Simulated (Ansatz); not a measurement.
**AlN: energy and pressure over a range of volumes**

One table from this session's results is given with a row withheld; the runs are named, their logs left out.

Computed with Ansatz 0.2.0 (DFT PBEsol, scalar-relativistic, unless a step's input says otherwise).

**The starting structure**

The structure is hexagonal, space group P6_3mc (No. 186). Conventional cell: a = 3.111 Å, b = 3.111 Å, c = 4.978 Å, α = 90.00°, β = 90.00°, γ = 120.00°. Al (site symmetry 3m) is surrounded by 4 N at 1.89 to 1.92 Å. Around N (site symmetry 3m) lie 4 Al at 1.89 to 1.92 Å.

Structure file:

```
Al N
1.0
     3.11100    0.00000    0.00000
    -1.55550    2.69421    0.00000
     0.00000    0.00000    4.97800
Al N
2 2
Direct
  0.33333 0.66667 0.00000
  0.66667 0.33333 0.50000
  0.33333 0.66667 0.38500
  0.66667 0.33333 0.88500
```

Atoms are numbered in the order of the input: Al1, Al2, N3, N4.

Set-up of the first run:

input.yaml

```yaml
crystal:
  lattice:
    - [3.0689564278, 0.0, 0.0]
    - [-1.5344782139, 2.6577942296, 0.0]
    - [0.0, 0.0, 4.9107214824]
  atoms:
    - { symbol: Al, position: [0.3333333333, 0.6666666667, 0.0] }
    - { symbol: Al, position: [0.6666666667, 0.3333333333, 0.5] }
    - { symbol: "N", position: [0.3333333333, 0.6666666667, 0.385] }
    - { symbol: "N", position: [0.6666666667, 0.3333333333, 0.885] }
kpoints:
  mp_grid: { grid: [10, 10, 6] }
  band_path:
    path:
      - [0.0, 0.0, 0.0]
      - [0.5, 0.0, 0.0]
      - [0.3333333333, 0.3333333333, 0.0]
      - [0.0, 0.0, 0.0]
      - [0.0, 0.0, 0.5]
      - [0.5, 0.0, 0.5]
      - [0.3333333333, 0.3333333333, 0.5]
      - [0.0, 0.0, 0.5]
      - [0.5, 0.0, 0.5]
    npoints: 5
scf:
  occupations: { method: fermi_dirac, width: 0.03 }
hamiltonian:
  xc: pbesol
  pseudopotentials: { kind: all_electron, lapw: { basis_error: 0.001 } }
output:
  forces: true
  stress: true
  eigenvalues: true
```

On the command line:

```bash
ansatz run input.yaml --threads 1 --pin off --max-ram 4096MiB --backend cpu --events-out ev --progress --plain --runs-dir out
```

Among the steps run: Volume × 0.96, LAPW; Volume × 0.96, PAW; Volume × 0.96, crystal datasets; Volume × 0.99, LAPW; Volume × 0.99, PAW; Volume × 0.99, crystal datasets; Volume × 1.02, LAPW; Volume × 1.02, PAW; Volume × 1.02, crystal datasets; Volume × 1.06, LAPW; Volume × 1.06, PAW; Volume × 1.06, crystal datasets.

One of the session's tables, all rows but one given; the rest of the session is left out.

| method | volume (Å³/atom) | gap on the k mesh (eV) | largest force (eV/Å) |
| --- | --- | --- | --- |
| LAPW | 10.014 | 4.45 | 0.180 |
| LAPW | 10.327 | 4.17 | 0.178 |
| LAPW | 10.640 | 3.91 | 0.176 |
| LAPW | 11.057 | 3.59 | 0.173 |
| PAW | 10.014 | ? | ? |
| PAW | 10.327 | 4.16 | 0.177 |
| PAW | 10.640 | 3.90 | 0.176 |
| PAW | 11.057 | 3.58 | 0.173 |
| crystal datasets | 10.014 | 4.45 | 0.180 |
| crystal datasets | 10.327 | 4.17 | 0.178 |
| crystal datasets | 10.640 | 3.91 | 0.176 |
| crystal datasets | 11.057 | 3.59 | 0.173 |

**Question.** Estimate the row for PAW, 10.014.

As computed: gap on the k mesh (eV): 4.43; largest force (eV/Å): 0.179. In the column «gap on the k mesh (eV)» it lies between crystal datasets, 10.327 (4.17) and LAPW, 10.014 (4.45).

To keep in mind: Shape and positions are held, so a fully relaxed modulus can be lower. Warnings in the runs' records: crystal datasets made.
